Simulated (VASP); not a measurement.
# KTaO3 (Pm-3m) in VASP: a series of runs, part 2 of 3

VASP 6.6.1.

**4. Dielectric tensor, PBE**

The input, INCAR:

```
PREC     = Accurate       # precision mode
ENCUT    = 520            # plane-wave cutoff, eV
EDIFF    = 1E-8           # SCF threshold, eV
ISMEAR   = 0              # smearing method
SIGMA    = 0.03           # smearing width, eV
LREAL    = False          # projectors in reciprocal space
LASPH    = True           # aspherical terms in the spheres
NELM     = 80             # most SCF steps
ALGO     = Fast           # electronic algorithm
ISIF     = 2              # what is computed and relaxed
LWAVE    = False          # write WAVECAR
LCHARG   = False          # write CHGCAR
GGA      = PE             # functional
LEPSILON = True           # dielectric tensor by DFPT
KPAR     = 2
```

The input, KPOINTS:

```
Automatic mesh
0
Monkhorst-Pack
  10 10 10
```

The input, POSCAR:

```
KTaO3                                   
1.0
    3.9890690789      0.0000000000      0.0000000000
    0.0000000000      3.9890690789      0.0000000000
    0.0000000000      0.0000000000      3.9890690789
  K               Ta              O             
     1     1     3
Direct
     0.5000000000000000    0.5000000000000000    0.5000000000000000
     0.0000000000000000    0.0000000000000000    0.0000000000000000
     0.5000000000000000    0.0000000000000000    0.0000000000000000
     0.0000000000000000    0.5000000000000000    0.0000000000000000
     0.0000000000000000    0.0000000000000000    0.5000000000000000
```

Potentials or basis: VASP PAW PBE potentials, release 64 (K_sv, Ta_pv, O).

The run is started by

```
$ cat potpaw_PBE.64/K_sv/POTCAR potpaw_PBE.64/Ta_pv/POTCAR potpaw_PBE.64/O/POTCAR > POTCAR
$ mpirun -np 2 vasp_std > vasp.out
```

OUTCAR:

```text
PREC = Accurate
   ENCUT = 520
   EDIFF = 1E-8
   ISMEAR = 0
   LREAL = False
   LASPH = True
   NELM = 80
   ISIF = 2
   GGA = PE
   LEPSILON = True

 ion  position               nearest neighbor table
   1  0.500  0.500  0.500-   3 2.82   4 2.82   5 2.82   3 2.82   4 2.82   3 2.82   5 2.82   3 2.82
                             4 2.82   5 2.82   4 2.82   5 2.82   2 3.45   2 3.45   2 3.45   2 3.45
   2  0.000  0.000  0.000-   3 1.99   4 1.99   5 1.99   5 1.99   4 1.99   3 1.99   1 3.45   1 3.45
                             1 3.45   1 3.45   1 3.45   1 3.45   1 3.45   1 3.45
   3  0.500  0.000  0.000-   2 1.99   2 1.99   1 2.82   1 2.82   1 2.82   1 2.82
   4  0.000  0.500  0.000-   2 1.99   2 1.99   1 2.82   1 2.82   1 2.82   1 2.82
   5  0.000  0.000  0.500-   2 1.99   2 1.99   1 2.82   1 2.82   1 2.82   1 2.82

  LATTYP: Found a simple cubic cell.
 ALAT       =     3.9890690789

  Lattice vectors:

 A1 = (   3.9890690789,   0.0000000000,   0.0000000000)
 A2 = (   0.0000000000,   3.9890690789,   0.0000000000)
 A3 = (   0.0000000000,   0.0000000000,   3.9890690789)

Analysis of symmetry for initial positions (statically):
=====================================================================
 Subroutine PRICEL returns:
 Original cell was already a primitive cell.

 Routine SETGRP: Setting up the symmetry group for a
 simple cubic supercell.

 Subroutine GETGRP returns: Found 48 space group operations
 (whereof 48 operations were pure point group operations)
 out of a pool of 48 trial point group operations.

The static configuration has the point symmetry O_h .

Analysis of symmetry for dynamics (positions and initial velocities):
=====================================================================
 Subroutine PRICEL returns:
 Original cell was already a primitive cell.

 Routine SETGRP: Setting up the symmetry group for a
 simple cubic supercell.

 Subroutine GETGRP returns: Found 48 space group operations
 (whereof 48 operations were pure point group operations)
 out of a pool of 48 trial point group operations.

The dynamic configuration has the point symmetry O_h .
[... 826 lines left out ...]
  free energy    TOTEN  =        -0.82215561 eV

  energy without entropy =       -0.82215561

------------------------ aborting loop because EDIFF is reached ----------------------------------------

--------------------------------------- Ionic step        2  -------------------------------------------

------------------------ aborting loop because EDIFF is reached ----------------------------------------

--------------------------------------- Ionic step        3  -------------------------------------------

 Free energy of the ion-electron system (eV)
  ---------------------------------------------------
  ---------------------------------------------------
  free energy    TOTEN  =        -0.82215610 eV

  energy without entropy =       -0.82215610

------------------------ aborting loop because EDIFF is reached ----------------------------------------

 PIEZOELECTRIC TENSOR FIELD DIRECTION 3  (e Angst)
 -----------------------------------------------------------------------------
     0.00504  0.00000  0.00000           ( -0.00004  0.00000  0.00000)
     0.00000  0.00504 -0.00000           (  0.00000 -0.00004 -0.00000)
     0.00000 -0.00000 -0.00998           (  0.00000 -0.00000  0.00000)

 PIEZOELECTRIC TENSOR FIELD DIRECTION 3  (C/m^2)
 -----------------------------------------------------------------------------
     0.00127  0.00000  0.00000
     0.00000  0.00127 -0.00000
     0.00000 -0.00000 -0.00252

 MACROSCOPIC STATIC DIELECTRIC TENSOR (including local field effects in DFT)
 ------------------------------------------------------
           5.410084     0.000000    -0.000000
          -0.000000     5.410084     0.000000
          -0.000000    -0.000000     5.410084
 ------------------------------------------------------

 PIEZOELECTRIC TENSOR (including local field effects)  for field in x, y, z        (e  Angst)
          XX          YY          ZZ          XY          YZ          ZX
  --------------------------------------------------------------------------------
  x     0.00000     0.00000     0.00000     0.00000     0.00000     0.00000
  y     0.00000     0.00000     0.00000     0.00000     0.00000     0.00000
  z     0.00000     0.00000     0.00000     0.00000     0.00000     0.00000

 PIEZOELECTRIC TENSOR (including local field effects)  for field in x, y, z        (C/m^2)
          XX          YY          ZZ          XY          YZ          ZX
  --------------------------------------------------------------------------------
  x     0.00000     0.00000     0.00000     0.00000     0.00000     0.00000
  y     0.00000     0.00000     0.00000     0.00000     0.00000     0.00000
  z     0.00000     0.00000     0.00000     0.00000     0.00000     0.00000

 BORN EFFECTIVE CHARGES (including local field effects) (in |e|, cummulative output)
 ---------------------------------------------------------------------------------
 ion    1
    1     1.15186    -0.00000     0.00000
    2     0.00000     1.15186     0.00000
    3     0.00000     0.00000     1.15186
 ion    2
    1     8.75340    -0.00000     0.00000
    2     0.00000     8.75340     0.00000
    3    -0.00000    -0.00000     8.75340
 ion    3
    1    -6.56574    -0.00000    -0.00000
    2     0.00000    -1.66976     0.00000
    3    -0.00000    -0.00000    -1.66976
 ion    4
    1    -1.66976     0.00000    -0.00000
    2    -0.00000    -6.56574     0.00000
    3    -0.00000    -0.00000    -1.66976
 ion    5
    1    -1.66976     0.00000     0.00000
    2     0.00000    -1.66976    -0.00000
    3     0.00000    -0.00000    -6.56574
```

OSZICAR:

```text
N       E                     dE             d eps       ncg     rms          rms(c)
DAV:   1     0.336734131119E+03    0.33673E+03   -0.21227E+04  1610   0.165E+03
DAV:   2    -0.299533965267E+02   -0.36669E+03   -0.35886E+03  1914   0.456E+02
DAV:   3    -0.489144986346E+02   -0.18961E+02   -0.18918E+02  2288   0.103E+02
[... 12 lines left out ...]
RMM:  24    -0.822155986876E+00    0.27446E-06   -0.52120E-06  8216   0.301E-03    0.118E-04
RMM:  25    -0.822155997273E+00   -0.10396E-07   -0.64927E-06  8031   0.299E-03    0.951E-05
RMM:  26    -0.822156021702E+00   -0.24429E-07   -0.72880E-06  7979   0.298E-03    0.772E-05
RMM:  27    -0.822156057393E+00   -0.35691E-07   -0.55015E-06  7937   0.298E-03    0.725E-05
RMM:  28    -0.822156057850E+00   -0.45695E-09   -0.70019E-06  7870   0.297E-03    0.684E-05
RMM:  29    -0.822156103283E+00   -0.45432E-07   -0.45996E-06  7856   0.297E-03    0.666E-05
```

stdout:

```text
POSCAR found type information on POSCAR K TaO
 POSCAR found :  3 types and       5 ions
 scaLAPACK will be used
 LDA part: xc-table for (Slater+PW92), standard interpolation
 POSCAR, INCAR and KPOINTS ok, starting setup
 FFT: planning ... GRIDC
 FFT: planning ... GRID_SOFT
 FFT: planning ... GRID
[... 40 lines left out ...]
 Linear response to external field (no local field effect), progress :
  Direction:   3
 dielectric tensor                  component  3 :    -0.465    -0.998     7.616
 Linear response to external field, progress :
  Direction:   1
 dielectric tensor                  component  1 :     5.410    -0.661    -0.764
 Linear response to external field, progress :
  Direction:   2
 dielectric tensor                  component  2 :    -0.660     5.410    -0.764
 Linear response to external field, progress :
  Direction:   3
 dielectric tensor                  component  3 :    -0.622    -0.802     5.410
 Born effective charges drift removed
```

Run time: 7 min. Hardware: 2 MPI ranks of Intel Xeon Platinum 8559C (Emerald Rapids), shared host; peak memory 0.41 GiB.

What came out:

- Electronic dielectric tensor (diagonal): 5.41
- Born charges (mean of the diagonal): K +1.15; Ta +8.75; O -3.30 e

Electronic dielectric tensor:
```
5.41 0.00 0.00
0.00 5.41 0.00
0.00 0.00 5.41
```

Born effective charge tensors (e):
atom 1, K
```
1.15 0.00 0.00
0.00 1.15 0.00
0.00 0.00 1.15
```
atom 2, Ta
```
8.75 0.00 0.00
0.00 8.75 0.00
0.00 0.00 8.75
```
atom 3, O
```
-6.57  0.00  0.00
 0.00 -1.67  0.00
 0.00  0.00 -1.67
```
atom 4, O
```
-1.67  0.00  0.00
 0.00 -6.57  0.00
 0.00  0.00 -1.67
```
atom 5, O
```
-1.67  0.00  0.00
 0.00 -1.67  0.00
 0.00  0.00 -6.57
```

The run has no spin-orbit coupling, so splittings on Ta are missing.

(Part 2 of 3 ends here.)
